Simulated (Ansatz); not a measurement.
# La2O3: energy less reference against wave cutoff

Results calculated with Ansatz 0.2.0, not measured. One setting of a density functional single point varied, free energy counted from the run at the reference value, pressure positive in compression; periodic cell, basis, potentials, k mesh and filling as listed.

Structure of every row (space group P-62m, No. 189):
```
La2O3
1.0
      6.2668     0.0000     0.0000
     -3.1334     5.4272     0.0000
      0.0000     0.0000     3.2998
La O
2 3
Direct
  0.33333 0.66667 0.50000
  0.66667 0.33333 0.50000
  0.49199 0.49199 0.00000
  0.00000 0.50801 0.00000
  0.50801 0.00000 0.00000
```

Settings of every row: functional PBEsol; dispersion none; potentials PAW; k mesh 6x6x6; k shift 0x0x0; occupations gaussian; smearing width 0.1 eV; spin none; SCF threshold exponent -9; varied setting wave cutoff; reference wave cutoff 600 eV.

Limits: stress loosely converged; the cell comes from a prototype or a list of computed structures and needn't be the stable phase.

Limits of some rows: cutoff under the advised one (row 1, 2).

| row | wave cutoff (eV) | energy less reference (meV/atom) |
| --- | --- | --- |
| 1 | 300 | 291.83 |
| 2 | 375 | 23.84 |
| 3 | 450 | ? |
| 4 | 525 | 0.2 |
| 5 | 600 | 0 |

Question: what energy less reference should row 3 give?

Worked fit of energy less reference. Measure energy less reference from the row at the highest cutoff, 0.00 meV/atom, and take the logarithm of what remains: 300 → 5.68, 375 → 3.17, 525 → -1.61. A straight line through these is ln|rest| = 15.336 − 0.03231 × cutoff, so the rest falls by a factor of e every 31 eV; from 3 rows that is a rough guide, not a law, and the row at the highest cutoff isn't the limit itself. At 450 eV the line gives ln|rest| = 0.797, a rest of 2.22 meV/atom, and so 0.00 + 2.22 = 2.22 meV/atom.

The calculation gave 0.92 meV/atom. The fit lies 1.30 meV/atom (140 % of the value, 0.45 % of the column's range) above it; its largest miss of a shown row is 9.52 meV/atom.
